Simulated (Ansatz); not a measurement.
# PbS: which shells make which states

```
Pb S
1.0
     0.00000    2.96500    2.96500
     2.96500    0.00000    2.96500
     2.96500    2.96500    0.00000
Pb S
1 1
Direct
  0.00000 0.00000 0.00000
  0.50000 0.50000 0.50000
```

Atoms are numbered in the order listed.

The cell is COD entry 9000001, as deposited and not checked against the literature; nothing was relaxed.

Spin–orbit coupling is left out, though it moves levels of the heavy atoms by tenths of an eV or more.

All numbers below come from Ansatz 0.2.0, DFT, PBE, all-electron LAPW, scalar-relativistic.

Settings: a Γ-centred 8×8×8 k mesh, Fermi–Dirac smearing of 0.01 eV, basis error target 0.5 meV/atom, no spin polarisation.

Weights are projections on a minimal set of Löwdin-orthogonalised atomic shells, summed over atoms of an element; the rest lies outside that basis, and weights on diffuse cation s shells are inflated where empty shells are missing from it. Energies are in eV from the valence-band top.

Points: Γ (0.000, 0.000, 0.000), L (0.500, 0.500, 0.500).

```
           state              character
    Γ, -13.61 eV  S 3s 68 %, Pb 6s 32 %
     Γ, -6.03 eV                      ?
Γ, -2.19 eV (×3)                      ?
    L, -12.37 eV  S 3s 77 %, Pb 6p 22 %
     L, -8.85 eV                      ?
L, -1.80 eV (×2)              S 3p 98 %
      L, 0.00 eV                      ?
```

**Question.** What belongs in the row "Γ, -2.19 eV (×3)", column "character"?

**Answer.** S 3p 87 %, Pb 6p 12 %.

**Question.** Fill in "character" for the row "Γ, -6.03 eV".

**Answer.** Pb 6s 68 %, S 3s 32 %.

**Question.** Fill in "character" for the row "L, -8.85 eV".

**Answer.** Pb 6s 72 %, S 3p 28 %.

**Question.** What belongs in the row "L, 0.00 eV", column "character"?

**Answer.** S 3p 70 %, Pb 6s 28 %.
